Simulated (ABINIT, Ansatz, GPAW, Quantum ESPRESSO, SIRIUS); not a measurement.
**TiAl: programs and potentials compared**

```
CELL_PARAMETERS angstrom
3.17906 0.00000 0.00000
0.00000 3.17906 0.00000
0.00000 0.00000 3.17906
ATOMIC_POSITIONS crystal
Ti 0.00000 0.00000 0.00000
Al 0.50000 0.50000 0.50000
```

The cell comes from a database or a generator and needn't be the stable form of this composition.

Alike in all runs: task single point; functional PBEsol; k mesh 8 × 8 × 8; occupations fermi-dirac, width 0.05 eV; no spin polarisation; no spin-orbit coupling. Pressure is positive in compression and, in plane waves, holds the error of the finite cutoff.

```tsv
program and potentials	plane-wave cutoff (eV)	notes	band gap (eV)	pressure (GPa)
Quantum ESPRESSO, GBRV 1.5 PBEsol	612	-	no gap	-2.49
GPAW, PAW data sets generated for this functional	600	-	no gap	-2.45
SIRIUS, PseudoDojo 0.4.1 PBEsol standard (scalar relativistic)	1152	-	no gap	-2.42
ABINIT, PseudoDojo NC SR PBEsol v0.4.1 standard	1143	-	no gap	-2.42
Ansatz, all-electron LAPW, scalar-relativistic	-	-	?	?
```

Estimate from the other rows what the run with Ansatz, all-electron LAPW, scalar-relativistic gave.

No band gap; pressure -2.41 GPa. The other rows, which needn't bracket it: pressure -2.49 to -2.42.
